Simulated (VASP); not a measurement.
Wanted: the native input for a VASP 6.6.1 run.

- Task: single point
- Functional: LDA
- Potentials or basis: VASP PAW LDA potentials, release 64 (Sb, H)
- Cutoff: 520 eV
- k mesh: 10 × 10 × 1
- Occupations: gaussian, width 0.05 eV
- Spin: no spin polarisation
- Dipole correction: yes
- Further INCAR settings: ALGO = Fast; EDIFF = 1e-06; NBANDS = 30

The structure of Sb8H lies in POSCAR:

```
Sb8H
1.0
    4.3084000000      0.0000000000      0.0000000000
   -2.1542000000      3.7311838497      0.0000000000
    0.0000000000      0.0000000000     28.7832128000
Sb H
8 1
Direct
    0.6666666667      0.3333333333      0.2779397858
    0.0000000000      0.0000000000      0.3303735711
    0.3475758520      0.6747328857      0.4151676479
    0.6626683234      0.3323270476      0.4700707543
    0.0471300789      0.0257448876      0.5492612518
    0.3375975078      0.6710790508      0.6062903605
    0.7474748346      0.3764885249      0.6790847592
   -0.0238392890     -0.0091307360      0.7399410973
    0.5401425921     -0.2268923888      0.7647014089
```

The cell was built by a generator and needn't be a form met in nature.

These files were run (other wordings do the same):

INCAR

```
SYSTEM = Sb8H
ALGO = Fast
DIPOL = 0.5 0.5 0.537
EDIFF = 1E-6
ENCUT = 520
IDIPOL = 3
ISIF = 2
ISMEAR = 0
LASPH = .TRUE.
LCHARG = .TRUE.
LDIPOL = .TRUE.
LELF = .TRUE.
LREAL = .FALSE.
LVACPOTAV = .TRUE.
LVHAR = .TRUE.
LWAVE = .FALSE.
NBANDS = 30
NELM = 100
PREC = Accurate
SIGMA = 0.05
```

KPOINTS

```
k-points
0
G
  10 10 1
  0 0 0
```

Potentials or basis: VASP PAW LDA potentials, release 64 (Sb, H).

The run is started by

```console
$ cat potpaw_LDA.64/Sb/POTCAR potpaw_LDA.64/H/POTCAR > POTCAR
$ mpirun -np 1 vasp_std > vasp.out
```

It gave:

```yaml
Largest_force: 0.345 eV/Å
Band_gap_on_the_k_mesh: none (metal or under the smearing width)
Work_function_of_the_upper_face: 4.59 eV
Work_function_of_the_lower_face: 4.55 eV
```

Wall time 17 min on 1 thread of Intel(R) Xeon(R) Platinum 8488C (Sapphire Rapids), on a shared host, peak memory 0.73 GiB.
